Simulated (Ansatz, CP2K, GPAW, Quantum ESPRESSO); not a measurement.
AlNi: 6 runs at one level of theory

```
Ni Al
1.0
     2.88100    0.00000    0.00000
     0.00000    2.88100    0.00000
     0.00000    0.00000    2.88100
Ni Al
1 1
Direct
  0.50000 0.50000 0.50000
  0.00000 0.00000 0.00000
```

Alike in all runs: task band structure; functional PBEsol; k mesh 9 × 9 × 9; occupations fermi-dirac, width 0.05 eV; collinear spin, ferromagnetic start; no spin-orbit coupling. Pressure is positive in compression and, in plane waves, holds the error of the finite cutoff, which Ansatz's Pulay term estimates and takes out.

```tsv
program and potentials	plane-wave cutoff (eV)	notes	pressure (GPa)	net moment per atom (μB)
GPAW, PAW data sets generated for this functional	600	9.5 valence electrons an atom on average; this data set often lies off other programs	-2.27	0.00
Quantum ESPRESSO, GBRV 1.5 PBEsol	612	10.5 valence electrons an atom on average	-3.40	0.00
CP2K, GTH_POTENTIALS Ni GTH-PBE-q18; POTENTIAL_UZH Al GTH-PBE-q3; TZVP-MOLOPT-SR-GTH, TZVP-MOLOPT-PBE-GTH basis	-	atomic basis; potentials made for PBE; 10.5 valence electrons an atom on average	-1.89	0.00
Ansatz, PAW datasets made for the crystal	280	14.5 valence electrons an atom on average	-3.39	0.00
Quantum ESPRESSO, PseudoDojo 0.4.1 SR PBEsol standard	1333	10.5 valence electrons an atom on average	-3.30	0.00
Ansatz, all-electron LAPW, scalar-relativistic	-	-	-3.39	0.00
```

The pressure spans -3.40 (Quantum ESPRESSO, GBRV 1.5 PBEsol) to -1.89 GPa (CP2K, GTH_POTENTIALS Ni GTH-PBE-q18; POTENTIAL_UZH Al GTH-PBE-q3; TZVP-MOLOPT-SR-GTH, TZVP-MOLOPT-PBE-GTH basis), with all-electron results at -3.39. All agree on the net moment per atom. The state is the one that the start led to, which needn't be the lowest. Rows in atomic bases carry the error of their basis and grid, which can be large.

Differences between rows come from potentials, basis sets and numerical settings, since the functional is the same but for its coding. Runs on potential files found faulty are left out.
